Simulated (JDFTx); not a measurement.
**GaSb under changes of volume**

One of the cells (28.625 Å³/atom); the others are scaled copies at fixed shape and fractional positions:

```
CELL_PARAMETERS angstrom
0.00000 3.05900 3.05900
3.05900 0.00000 3.05900
3.05900 3.05900 0.00000
ATOMIC_POSITIONS crystal
Sb 0.75000 0.75000 0.75000
Ga 0.00000 0.00000 0.00000
```

- Program: JDFTx 1.7.0 (patched build)
- Functional: PBE
- Potentials or basis: PseudoDojo-SR-PBE-0.5-standard
- Cutoff: 1088 eV
- Density cutoff: 4354 eV
- k mesh: 8 × 8 × 8
- Occupations: fermi-dirac, width 0.05 eV
- Spin: no spin polarisation

| volume (Å³/atom) | energy over the lowest point (meV/atom) | pressure (GPa) | gap on the mesh (eV) |
| --- | --- | --- | --- |
| 26.907 | 55.34 | 6.3 | 0.49 |
| 27.480 | ? | ? | ? |
| 28.052 | 20.34 | 3.5 | 0.18 |
| 28.625 | 9.79 | 2.3 | none |
| 29.197 | 3.11 | 1.3 | none |
| 29.770 | 0.00 | 0.3 | none |
| 30.342 | 0.10 | -0.5 | none |

Q: What does the run at 27.480 Å³/atom give?

A: Energy over the lowest point 35.34 meV/atom; pressure 4.8 GPa; gap on the mesh 0.34 eV.

Worked out: A Birch-Murnaghan fit of order 3 (a polynomial in V^(-2/3)) to the other rows has its minimum at 30.04 Å³/atom with B0 = V·E''(V) = 44 GPa and B' = 4.7. It gives 35.37 meV/atom at 27.480 Å³/atom, against the run's 35.34, and -dE/dV = 4.9 GPa, against 4.8.

Energies are extrapolated to zero smearing.

Caveats: the empty levels aren't tightly converged (some runs); spin-orbit coupling is left out, which moves the levels of the heavy elements (some runs).

A mesh can miss the band edges.

A gap of «none» marks a metal or a gap under the smearing width.
